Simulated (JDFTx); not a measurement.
# TePb under changes of volume

One of the cells (33.730 Å³/atom); the others are scaled copies at fixed shape and fractional positions:

```
CELL_PARAMETERS angstrom
0.00000 3.23100 3.23100
3.23100 0.00000 3.23100
3.23100 3.23100 0.00000
ATOMIC_POSITIONS crystal
Pb 0.00000 0.00000 0.00000
Te 0.50000 0.50000 0.50000
```

- Program: JDFTx 1.7.0 (patched build)
- Functional: PBEsol
- Potentials or basis: PseudoDojo-SR-PBEsol-0.4.1-standard with smoothed tails
- Cutoff: 1088 eV
- Density cutoff: 8708 eV
- k mesh: 7 × 7 × 7
- Occupations: fermi-dirac, width 0.05 eV
- Spin: no spin polarisation

| volume (Å³/atom) | energy over the lowest point (meV/atom) | pressure (GPa) |
| --- | --- | --- |
| 31.706 | 13.65 | 2.7 |
| 32.380 | 4.71 | 1.5 |
| 33.055 | ? | ? |
| 33.730 | 0.00 | -0.4 |
| 34.404 | 3.32 | -1.2 |
| 35.079 | 9.90 | -1.9 |
| 35.753 | 19.39 | -2.6 |

Problem. What does the run at 33.055 Å³/atom give?

Solution. Energy over the lowest point 0.32 meV/atom; pressure 0.5 GPa.

Worked out: A Birch-Murnaghan fit of order 3 (a polynomial in V^(-2/3)) to the other rows has its minimum at 33.45 Å³/atom with B0 = V·E''(V) = 45 GPa and B' = 4.5. It gives 0.32 meV/atom at 33.055 Å³/atom, against the run's 0.32, and -dE/dV = 0.5 GPa, against 0.5.

Energies are extrapolated to zero smearing.
